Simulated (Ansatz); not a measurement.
**WS2 (Tungstenite): relaxation of cell and atoms with revPBE+D3(BJ)**

WS2 (Tungstenite):

```
W S
1.0
     3.18000    0.00000    0.00000
    -1.59000    2.75396    0.00000
     0.00000    0.00000   12.50000
W S
2 4
Direct
  0.66667 0.33333 0.75000
  0.33333 0.66667 0.25000
  0.66667 0.33333 0.37500
  0.33333 0.66667 0.87500
  0.66667 0.33333 0.12500
  0.33333 0.66667 0.62500
```

| Item | Value |
| --- | --- |
| Program | Ansatz 0.2.0 |
| Task | relaxation of cell and atoms |
| Functional | revPBE |
| Dispersion | D3(BJ) |
| Potentials or basis | Ansatz PAW |
| Cutoff | 420 eV (not typed: the program's choice for these potentials) |
| k mesh | 10 × 10 × 3 |
| Occupations | fermi-dirac, width 0.05 eV |
| Spin | no spin polarisation |

* Relaxed volume: 16.69 Å³/atom
* Relaxed cell: a = 3.135 Å, b = 3.135 Å, c = 11.769 Å, α = 90.00°, β = 90.00°, γ = 120.00°
* Space group after relaxing (to 0.05 Å): P6_3/mmc (No. 194)
* Energy gained by relaxing: 24.1 meV/atom
* Ionic steps: 7
* Pressure after relaxing: 0.0 GPa
* Band gap on the k mesh: 0.80 eV, indirect (least direct gap 2.12 eV)

The path:
```tsv
step	energy change (eV)	largest force (eV/Å)	volume (Å³)
1	0.0000	0.2057	109.47
2	-0.0600	0.3537	97.48
3	-0.1440	0.1229	100.71
4	-0.1462	0.0453	100.11
5	-0.1463	0.0161	100.22
6	-0.1464	0.0002	100.17
7	-0.1447	0.0004	100.17
```

Final structure:
```cif
data_structure
_symmetry_space_group_name_H-M 'P 1'
_symmetry_Int_Tables_number 1
_cell_length_a 3.1349
_cell_length_b 3.1349
_cell_length_c 11.7690
_cell_angle_alpha 90.000
_cell_angle_beta 90.000
_cell_angle_gamma 120.000
_cell_volume 100.17
loop_
_atom_site_label
_atom_site_type_symbol
_atom_site_fract_x
_atom_site_fract_y
_atom_site_fract_z
_atom_site_occupancy
W1 W 0.66667 0.33333 0.75000 1
W2 W 0.33333 0.66667 0.25000 1
S1 S 0.66667 0.33333 0.38409 1
S2 S 0.33333 0.66667 0.88409 1
S3 S 0.66667 0.33333 0.11591 1
S4 S 0.33333 0.66667 0.61591 1
```

Levels at points of the mesh, in eV from the valence-band top:
| k point | band 22 | band 23 | band 24 | band 25 | band 26 | band 27 | band 28 | band 29 | band 30 | band 31 |
| --- | --- | --- | --- | --- | --- | --- | --- | --- | --- | --- |
| (0.00, 0.00, 0.00) | -2.28 | -2.28 | -1.48 | -1.25 | 0.00 | 2.12 | 2.12 | 2.18 | 2.18 | 2.19 |
| (0.00, -0.50, 0.00) | -2.91 | -2.20 | -1.97 | -1.82 | -1.67 | 2.25 | 2.32 | 2.45 | 2.88 | 2.97 |

It took 34 s on 2 threads of Intel(R) Xeon(R) Processor @ 2.50GHz (Skylake/Cascade Lake), with other jobs on the host, peak memory 0.47 GiB.

Caveat: odd divisions of the mesh miss points on the zone boundary, where band edges often lie, so the gap on the mesh can be too wide; the plane-wave basis is chosen anew once the cell has moved, so the energies of steps on either side of that aren't comparable; spin-orbit coupling is left out, which moves the levels of the heavy elements; the PAW data sets come from PBE, with cores solved anew for the run's functional, which leaves a small shift of forces and pressure. A k mesh can miss the band edges.
